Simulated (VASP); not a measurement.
# Si16Ge (a cell with a defect) in VASP: notebook, part 2 of 2

VASP 6.6.1. The steps go on from the part before.

### Step 3. Single point, PBE+D3(BJ)

Contents of INCAR:

```
ALGO = Fast
EDIFF = 1E-6
ENCUT = 520
GGA = PE
ISIF = 2
ISMEAR = 0
IVDW = 12
LASPH = T
LCHARG = F
LREAL = Auto
LWAVE = F
NBANDS = 53
NELM = 100
PREC = Accurate
SIGMA = 0.05
```

Contents of KPOINTS:

```
k-points
0
Gamma
  2 2 2
```

Contents of POSCAR:

```
Si16Ge
1.0
    0.0000000000      5.4300000000      5.4300000000
    5.4300000000      0.0000000000      5.4300000000
    5.4300000000      5.4300000000      0.0000000000
Si Ge
16 1
Direct
    0.0000783610     -0.0050781768     -0.0000013812
    0.1322974217      0.1035764273      0.1322992634
   -0.0001479742     -0.0048938306      0.5054866483
    0.1158762431      0.1271639042      0.6287141805
    0.0078830571      0.4762373849      0.0080443831
    0.1188981584      0.6238548803      0.1189329650
   -0.0213584715      0.5082179558      0.5068586556
    0.1187102210      0.6240557090      0.6386034070
    0.5054912523     -0.0047326888     -0.0002733886
    0.6287963168      0.1274605893      0.1155596685
    0.4942601289      0.0179461326      0.4939387661
    0.6285053407      0.1277237569      0.6283550645
    0.5067625230      0.5084763352     -0.0212748619
    0.6384808471      0.6242154696      0.1187042357
    0.5063012891      0.5088023941      0.5061416206
    0.6152162063      0.6542871087      0.6152320442
    0.3634419890      0.4091174954      0.3636751381
```

Potentials or basis: VASP PAW PBE potentials, release 64 (Si, Ge_d).

The run is started by

```
cat potpaw_PBE.64/Si/POTCAR potpaw_PBE.64/Ge_d/POTCAR > POTCAR
mpirun -np 1 vasp_std > vasp.out
```

OUTCAR:

```text
EDIFF = 1E-6
   ENCUT = 520
   GGA = PE
   ISIF = 2
   ISMEAR = 0
   IVDW = 12
   LASPH = T
   LREAL = Auto
   NELM = 100
   PREC = Accurate
 IVDW          = 12

 ion  position               nearest neighbor table
   1  0.000  0.995  1.000-   6 2.33   4 2.33  10 2.33   2 2.34
   2  0.132  0.104  0.132-   5 2.34   1 2.34   3 2.34   9 2.34
   3  1.000  0.995  0.505-   8 2.33   4 2.33  12 2.33   2 2.34
   4  0.116  0.127  0.629-   1 2.33   3 2.33  11 2.38   7 2.39  17 2.88
   5  0.008  0.476  0.008-  14 2.32   8 2.32   6 2.32   2 2.34
   6  0.119  0.624  0.119-   5 2.32   1 2.33  13 2.43   7 2.43  17 2.67
   7  0.979  0.508  0.507-  16 2.28   4 2.39  17 2.42   8 2.43   6 2.43
   8  0.119  0.624  0.639-   5 2.32   3 2.33  15 2.43   7 2.43  17 2.67
   9  0.505  0.995  1.000-  14 2.33  10 2.33  12 2.33   2 2.34
  10  0.629  0.127  0.116-   1 2.33   9 2.33  11 2.38  13 2.39  17 2.88
  11  0.494  0.018  0.494-  16 2.28  10 2.38   4 2.38  12 2.38  17 2.45
  12  0.629  0.128  0.628-   3 2.33   9 2.33  11 2.38  15 2.39  17 2.88
  13  0.507  0.508  0.979-  16 2.28  10 2.39  17 2.42  14 2.43   6 2.43
  14  0.638  0.624  0.119-   5 2.32   9 2.33  13 2.43  15 2.43  17 2.67
  15  0.506  0.509  0.506-  16 2.28  12 2.39  17 2.42  14 2.43   8 2.43
[... 213 lines left out ...]
      2     -18.2394      2.00000
      3     -18.2393      2.00000
      4     -18.2272      2.00000
      5     -18.2269      2.00000
      6      -6.5060      2.00000
[... 421 lines left out ...]
     50      10.3264      0.00000
     51      10.3935      0.00000
 [bands above 51 left out]

------------------------ aborting loop because EDIFF is reached ----------------------------------------

 Edisp (eV)   -5.66654

 E8    (eV) :    -2.3554

  FORCE on cell =-STRESS in cart. coord.  units (eV):
  Direction    XX          YY          ZZ          XY          YZ          ZX
  --------------------------------------------------------------------------------------
  -------------------------------------------------------------------------------------
  Total       7.12030     7.10943     7.12002     0.15654     0.16839    -0.16349
  in kB      35.62699    35.57261    35.62562     0.78327     0.84257    -0.81804
  external pressure =       35.61 kB  Pullay stress =        0.00 kB

 VOLUME and BASIS-vectors are now :
 -----------------------------------------------------------------------------
  energy-cutoff  :      520.00
  volume of cell :      320.21
      direct lattice vectors                 reciprocal lattice vectors
     0.000000000  5.430000000  5.430000000    -0.092081031  0.092081031  0.092081031
     5.430000000  0.000000000  5.430000000     0.092081031 -0.092081031  0.092081031
     5.430000000  5.430000000  0.000000000     0.092081031  0.092081031 -0.092081031

 POSITION                                       TOTAL-FORCE (eV/Angst)
 -----------------------------------------------------------------------------------
     10.83242      5.43042      5.40285         0.027625     -0.007135      0.028609
      1.28081      1.43676      1.28080         0.049221     -0.049650      0.050083
      8.14822      8.17399     10.83262         0.007022     -0.027306      0.028013
      4.10442      4.04313      1.31971        -0.005144      0.003900      0.014110
      2.62965      0.08649      2.62877         0.041553     -0.042209      0.044118
      4.03334      1.29142      4.03315         0.034268      0.006882      0.032664
[... 9 lines left out ...]
      6.89349      6.68133      6.89340        -0.058371      0.058949     -0.060995
      4.19626      3.94825      4.19500        -0.097809      0.098297     -0.094471
 -----------------------------------------------------------------------------------
    total drift:                               -0.003128      0.005580     -0.004175

  FREE ENERGIE OF THE ION-ELECTRON SYSTEM (eV)
  ---------------------------------------------------
  free  energy   TOTEN  =       -92.3003193674 eV

  energy  without entropy=      -92.2890322152  energy(sigma->0) =      -92.29467579
```

stdout:

```text
POSCAR found type information on POSCAR SiGe
 POSCAR found :  2 types and      17 ions
 scaLAPACK will be used
 LDA part: xc-table for (Slater+PW92), standard interpolation
 POSCAR, INCAR and KPOINTS ok, starting setup
 FFT: planning ... GRIDC
 FFT: planning ... GRID_SOFT
 FFT: planning ... GRID
 WAVECAR not read
 entering main loop
```

It took 4.1 min on 1 thread of Intel Xeon Platinum 8559C (Emerald Rapids), shared host; peak memory 0.5 GiB.

What came out:

* Free energy: -92.3003 eV
* Pressure: 3.6 GPa
* Largest force: 0.168 eV/Å
* Band gap on the k mesh: none (metal or under the smearing width)
* Dispersion energy per atom: -0.333 eV

Forces on the atoms (eV/Å):
```
Si   0.028 -0.007  0.029
Si   0.049 -0.050  0.050
Si   0.007 -0.027  0.028
Si  -0.005  0.004  0.014
Si   0.042 -0.042  0.044
Si   0.034  0.007  0.033
Si  -0.015  0.014  0.044
Si  -0.008 -0.033  0.031
Si   0.028 -0.028  0.007
Si   0.014  0.006 -0.008
Si  -0.073  0.073 -0.076
Si  -0.007 -0.013 -0.008
Si   0.042  0.011 -0.015
Si   0.031 -0.032 -0.005
Si  -0.011 -0.040 -0.014
Si  -0.058  0.059 -0.061
Ge  -0.098  0.098 -0.094
```

Caveat: the k mesh is coarse (spacing up to 0.50 Å⁻¹), so the values aren't converged.

### Step 4. Single point, PBE+D3(BJ)

Contents of INCAR:

```
SYSTEM = Si16Ge
ALGO = Fast
EDIFF = 1E-7
ENCUT = 520
GGA = PE
ISIF = 2
ISMEAR = 0
IVDW = 12
LASPH = .True.
LCHARG = .False.
LREAL = Auto
LWAVE = .False.
NBANDS = 53
NELM = 100
PREC = Accurate
SIGMA = 0.05
```

Contents of KPOINTS:

```
k-points
0
Gamma
  2 2 2
  0 0 0
```

Contents of POSCAR:

```
Si16Ge
1.0
    0.0000000000      5.4300000000      5.4300000000
    5.4300000000      0.0000000000      5.4300000000
    5.4300000000      5.4300000000      0.0000000000
Si Ge
16 1
Direct
    0.0006941989      0.0011048803      0.0007684162
    0.1249254144      0.1253779006      0.1250119705
    0.0006826888      0.0011230203      0.4977237569
    0.1204372007      0.1208226519      0.6295259669
    0.0006970534      0.4980528545      0.0007836096
    0.1204075506      0.6298896869      0.1204825046
   -0.0116441068      0.5039984346      0.5038437385
    0.1203848987      0.6298946593      0.6295379374
    0.4976468692      0.0011159300      0.0007617864
    0.6294401473      0.1208296501      0.1205191529
    0.5037040516     -0.0110523020      0.5037570902
    0.6294500000      0.1208024862      0.6295328729
    0.5037861878      0.5039937385     -0.0115265193
    0.6294539595      0.6298935543      0.1204648250
    0.5039597606      0.5040437385      0.5039621547
    0.6248844383      0.6255991713      0.6250273481
    0.3748755064      0.3757377532      0.3750602210
```

Potentials or basis: VASP PAW PBE potentials, release 64 (Si, Ge_d).

The run is started by

```
cat potpaw_PBE.64/Si/POTCAR potpaw_PBE.64/Ge_d/POTCAR > POTCAR
mpirun -np 1 vasp_std > vasp.out
```

OUTCAR:

```text
SYSTEM = Si16Ge
   EDIFF = 1E-7
   ENCUT = 520
   GGA = PE
   ISIF = 2
   ISMEAR = 0
   IVDW = 12
   LASPH = .True.
   LREAL = Auto
   NELM = 100
   PREC = Accurate
 IVDW          = 12

 ion  position               nearest neighbor table
   1  0.001  0.001  0.001-   6 2.33   4 2.33  10 2.33   2 2.34
   2  0.125  0.125  0.125-   5 2.34   3 2.34   9 2.34   1 2.34
   3  0.001  0.001  0.498-   8 2.33  12 2.33   4 2.33   2 2.34
   4  0.120  0.121  0.630-   1 2.33   3 2.33   7 2.40  11 2.40  17 2.77
   5  0.001  0.498  0.001-  14 2.33   8 2.33   6 2.33   2 2.34
[... 663 lines left out ...]
  Total       7.40833     7.41685     7.41244    -0.01816    -0.02296     0.00600
  in kB      37.06821    37.11081    37.08878    -0.09086    -0.11488     0.03003
  external pressure =       37.09 kB  Pullay stress =        0.00 kB

 VOLUME and BASIS-vectors are now :
 -----------------------------------------------------------------------------
  energy-cutoff  :      520.00
  volume of cell :      320.21
      direct lattice vectors                 reciprocal lattice vectors
     0.000000000  5.430000000  5.430000000    -0.092081031  0.092081031  0.092081031
     5.430000000  0.000000000  5.430000000     0.092081031 -0.092081031  0.092081031
     5.430000000  5.430000000  0.000000000     0.092081031  0.092081031 -0.092081031

 POSITION                                       TOTAL-FORCE (eV/Angst)
 -----------------------------------------------------------------------------------
      0.01017      0.00794      0.00977        -0.009407     -0.010510     -0.009508
      1.35962      1.35716      1.35915        -0.003718      0.000330     -0.002877
      2.70874      2.70635      0.00981         0.011536      0.010813     -0.010320
      4.07439      4.07230      1.31004        -0.002858      0.000438      0.006128
      2.70868      0.00804      2.70821         0.012647     -0.012006      0.012524
      4.07452      1.30803      4.07411        -0.003544      0.009835     -0.002595
[... 9 lines left out ...]
      6.79090      6.78702      6.79013        -0.011204      0.001617     -0.008712
      4.07683      4.07215      4.07583        -0.007703     -0.001745     -0.005794
 -----------------------------------------------------------------------------------
    total drift:                               -0.006213      0.002917     -0.004444

  FREE ENERGIE OF THE ION-ELECTRON SYSTEM (eV)
  ---------------------------------------------------
  free  energy   TOTEN  =       -92.3633208617 eV

  energy  without entropy=      -92.3529862055  energy(sigma->0) =      -92.35815353
```

OSZICAR:

```text
N       E                     dE             d eps       ncg     rms          rms(c)
DAV:   1     0.408517043401E+03    0.40852E+03   -0.29903E+04  1050   0.160E+03
DAV:   2    -0.209564700269E+02   -0.42947E+03   -0.39729E+03   928   0.402E+02
[... 14 lines left out ...]
RMM:  17    -0.866968358189E+02    0.91833E-05   -0.53339E-05  1279   0.267E-02    0.144E-01
RMM:  18    -0.866968386954E+02   -0.28765E-05   -0.21837E-04  1604   0.459E-02    0.168E-01
RMM:  19    -0.866968322341E+02    0.64614E-05   -0.17446E-05  1180   0.170E-02    0.669E-02
RMM:  20    -0.866968303364E+02    0.18976E-05   -0.12317E-05  1170   0.118E-02    0.345E-03
RMM:  21    -0.866968307953E+02   -0.45886E-06   -0.89009E-07  1137   0.433E-03    0.165E-02
RMM:  22    -0.866968307325E+02    0.62841E-07   -0.24016E-07   793   0.201E-03
   1 F= -.92363321E+02 E0= -.92358154E+02  d E =-.103347E-01
```

stdout:

```text
POSCAR found type information on POSCAR SiGe
 POSCAR found :  2 types and      17 ions
 scaLAPACK will be used
 LDA part: xc-table for (Slater+PW92), standard interpolation
 POSCAR, INCAR and KPOINTS ok, starting setup
 FFT: planning ... GRIDC
 FFT: planning ... GRID_SOFT
 FFT: planning ... GRID
 WAVECAR not read
 entering main loop
WARNING in EDDRMM: call to ZHEGV failed, returncode =   8  4     47
 num prob  num prob RMM:  22    -0.866968307325E+02    0.62841E-07   -0.24016E-07   793   0.201E-03
```

It took 5 min on 1 thread of Intel Xeon Platinum 8559C (Emerald Rapids), shared host; peak memory 0.5 GiB.

Results:

```yaml
Free_energy: -92.3633 eV
Pressure: 3.7 GPa
Largest_force: 0.021 eV/Å
Band_gap_on_the_k_mesh: none (metal or under the smearing width)
Dispersion_energy_per_atom: -0.333 eV
```

Forces on the atoms (eV/Å):
```
Si  -0.009 -0.011 -0.010
Si  -0.004  0.000 -0.003
Si   0.012  0.011 -0.010
Si  -0.003  0.000  0.006
Si   0.013 -0.012  0.013
Si  -0.004  0.010 -0.003
Si   0.012 -0.003  0.007
Si  -0.017  0.001 -0.003
Si  -0.010  0.011  0.011
Si   0.006  0.000 -0.002
Si   0.007  0.001  0.005
Si  -0.003 -0.007 -0.002
Si   0.009 -0.002  0.009
Si  -0.003  0.000 -0.014
Si   0.014  0.000  0.011
Si  -0.011  0.002 -0.009
Ge  -0.008 -0.002 -0.006
```

Caveat: the k mesh is coarse (spacing up to 0.50 Å⁻¹), so the values aren't converged.
